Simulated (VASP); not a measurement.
Input of a VASP 6.6.1 run:

Contents of INCAR:

```
SYSTEM = KI
PREC = Accurate
ENCUT = 520
EDIFF = 1E-8
ISMEAR = -1
SIGMA = 0.01
LREAL = .FALSE.
LASPH = .TRUE.
NELM = 80
ALGO = Normal
ISIF = 2
LWAVE = .FALSE.
LCHARG = .FALSE.
GGA = PE
LEFG = .TRUE.
NBANDS = 15
```

Contents of KPOINTS:

```
regular mesh
0
G
  8 8 8
  0 0 0
```

The input POSCAR:

```
KI
1.0
    0.0000000000      3.5245500000      3.5245500000
    3.5245500000      0.0000000000      3.5245500000
    3.5245500000      3.5245500000      0.0000000000
K I
1 1
Direct
    0.0000000000      0.0000000000      0.0000000000
    0.5000000000      0.5000000000      0.5000000000
```

Potentials or basis: VASP PAW PBE potentials, release 64 (K_sv, I).

Launch:

```sh
$ cat potpaw_PBE.64/K_sv/POTCAR potpaw_PBE.64/I/POTCAR > POTCAR
$ mpirun -np 1 vasp_std > vasp.out
```

Task: Predict the pressure.

Result: 0.7 GPa.

Task: What does it give for the band gap on the k mesh?

Result: 3.98 eV.

Caveat: spin-orbit coupling is left out, which moves the levels of the heavy elements.

**Experimental background.**

From a printed reference work, monograph, for a bulk crystal of KI: band gap 6.32 eV.

A measured gap of KI is 6.32 eV (a printed reference work, monograph); the calculated 3.98 eV misses it by -2.34 eV. Spin-orbit coupling on I is left out. The value is that of PBE on a finite k mesh, which can miss the band edges, without temperature or zero-point motion. Semilocal functionals fall short of measured gaps as a rule.
